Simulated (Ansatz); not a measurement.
BaF2:
```xyz
3
Lattice="0.0000 3.1231 3.1231 3.1231 0.0000 3.1231 3.1231 3.1231 0.0000" Properties=species:S:1:pos:R:3 pbc="T T T"
Ba     0.0000     0.0000     0.0000
F      1.5616     1.5616     1.5616
F      4.6847     4.6847     4.6847
```

Cartesian axes are those of the cell as given.

**Question.** Give the high-frequency dielectric tensor and the Born effective charge tensors of the independent atoms from DFPT, the program Ansatz at the PBE level (PAW).

**Answer.** 
ε∞:
```
2.34  0.00  0.00
0.00  2.34  0.00
0.00  0.00  2.34
```
Z* of atom 1 (Ba), rows: field, columns: displacement, in e:
```
2.59  0.00  0.00
0.00  2.59  0.00
0.00  0.00  2.59
```
Z* of atom 2 (F), rows: field, columns: displacement, in e:
```
-1.29   0.00   0.00
 0.00  -1.29   0.00
 0.00   0.00  -1.29
```

Static charges for comparison (Bader): Ba1 +1.69, F2 -0.84 e. Born charges measure polarisation by displacement and can exceed these by far.

Space group Fm-3m (fluorite). The PBE relaxation kept the symmetry of its start; phonons on a q-mesh show no instability. Scalar-relativistic: spin–orbit coupling is off unless named, which matters more the heavier the elements.

Potentials: the later of the program's two PAW sets.
